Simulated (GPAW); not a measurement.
Write an ASE script for GPAW 26.7.0 that does the following.

| Property | Result |
| --- | --- |
| Task | equation of state |
| Functional | PBE |
| Potentials or basis | GPAW PAW data sets (gpaw-data 1.2.1) |
| Cutoff | 600 eV |
| Basis | pw |
| k mesh | 7 × 7 × 6 |
| Occupations | fermi-dirac, width 0.05 eV |
| Spin | no spin polarisation |
| Maxiter | 150 |
| Eos scales | [0.94, 0.96, 0.98, 1.0, 1.02, 1.04, 1.06] |

The structure of Se lies in POSCAR:

```
Se
1.0
    4.3551700000      0.0000000000      0.0000000000
   -2.1775850000      3.7716878578      0.0000000000
    0.0000000000      0.0000000000      4.9494500000
Se
3
Direct
    0.7830000000      0.7830000000      0.5000000000
    0.0000000000      0.2170000000      0.8333333333
    0.2170000000      0.0000000000      0.1666666667
```

The input as run:

run.py

```python
from ase.eos import EquationOfState
from ase.io import Trajectory, read
from ase.units import GPa
from gpaw import GPAW, PW

atoms = read('POSCAR')

traj = Trajectory('eos.traj', 'w')
volumes, energies = [], []
for x in [0.94, 0.96, 0.98, 1.0, 1.02, 1.04, 1.06]:
    a = atoms.copy()
    a.set_cell(atoms.cell * x**(1 / 3), scale_atoms=True)
    calc = GPAW(mode=PW(600),
                xc='PBE',
                kpts={'size': (7, 7, 6), 'gamma': True},
                occupations={'name': 'fermi-dirac', 'width': 0.05},
                nbands=19,
                convergence={'density': 1e-05, 'energy': 1e-05},
                maxiter=150,
                txt=f'eos-{x:.2f}.txt')
    a.calc = calc
    energies.append(a.get_potential_energy(force_consistent=True))
    volumes.append(a.get_volume())
    p = -a.get_stress()[:3].mean() / GPa
    calc.write(f'eos-{x:.2f}.gpw')
    traj.write(a)
    print(f'{x:.2f} {volumes[-1]:10.4f} A^3 {energies[-1]:14.6f} eV {p:9.3f} GPa', flush=True)

v0, e0, B = EquationOfState(volumes, energies, eos='birchmurnaghan').fit()
print(f'V0 = {v0:.4f} A^3, E0 = {e0:.6f} eV, B0 = {B / GPa:.2f} GPa')
```

Potentials or basis: GPAW PAW data sets (gpaw-data 1.2.1), pw.

Command:

```sh
$ OMP_NUM_THREADS=1 python run.py
```

Results of the run:

The equilibrium volume is 29.83 Å³/atom (rough: see the caveat). The bulk modulus at fixed shape and positions is 47 GPa (rough).

Caveat: the minimum lies outside the volumes run; the cell was scaled at fixed shape and fractional positions, which overstates the stiffness of a crystal with free parameters, most of all of layers and chains.

It took 3.8 min on 1 thread of Intel(R) Xeon(R) 6975P-C (Granite Rapids), on a shared host, peak memory 0.42 GiB.
